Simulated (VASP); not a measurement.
Input of a VASP 6.6.1 run:

INCAR

```
PREC     = Accurate       # precision mode
ENCUT    = 520            # plane-wave cutoff, eV
EDIFF    = 1E-6           # SCF threshold, eV
ISMEAR   = 0              # smearing method
SIGMA    = 0.05           # smearing width, eV
LREAL    = False          # projectors in reciprocal space
LASPH    = True           # aspherical terms in the spheres
NELM     = 100            # most SCF steps
ALGO     = Fast           # electronic algorithm
ISIF     = 2              # what is computed and relaxed
LWAVE    = False          # write WAVECAR
LCHARG   = False          # write CHGCAR
GGA      = CA             # functional
NBANDS   = 21             # bands
```

File KPOINTS:

```
regular mesh
0
Gamma
  8 8 8
```

POSCAR

```
PbF2
1.0
    0.0000000000      2.9698500000      2.9698500000
    2.9698500000      0.0000000000      2.9698500000
    2.9698500000      2.9698500000      0.0000000000
Pb F
1 2
Direct
    0.0000000000      0.0000000000      0.0000000000
    0.2668358671      0.2331641329      0.1994923986
    0.7500000000      0.7500000000      0.7500000000
```

Potentials or basis: VASP PAW LDA potentials, release 64 (Pb_d, F).

The run is started by

```sh
$ cat potpaw_LDA.64/Pb_d/POTCAR potpaw_LDA.64/F/POTCAR > POTCAR
$ mpirun -np 1 vasp_std > vasp.out
```

Task: What does it give for the pressure?

Result: -4.2 GPa.

Task: Predict the band gap on the k mesh.

Result: 3.93 eV, indirect (least direct gap 4.23 eV).

Task: Estimate the largest force.

Result: 0.513 eV/Å.

Forces in eV/Å, atoms in the order of the input:
```
Pb  -0.110 -0.064 -0.063
F    0.449  0.229  0.094
F   -0.339 -0.165 -0.032
```

Caveat: spin-orbit coupling is left out, which as a rule narrows the gap of such compounds by several tenths of an eV. A k mesh can miss the band edges.
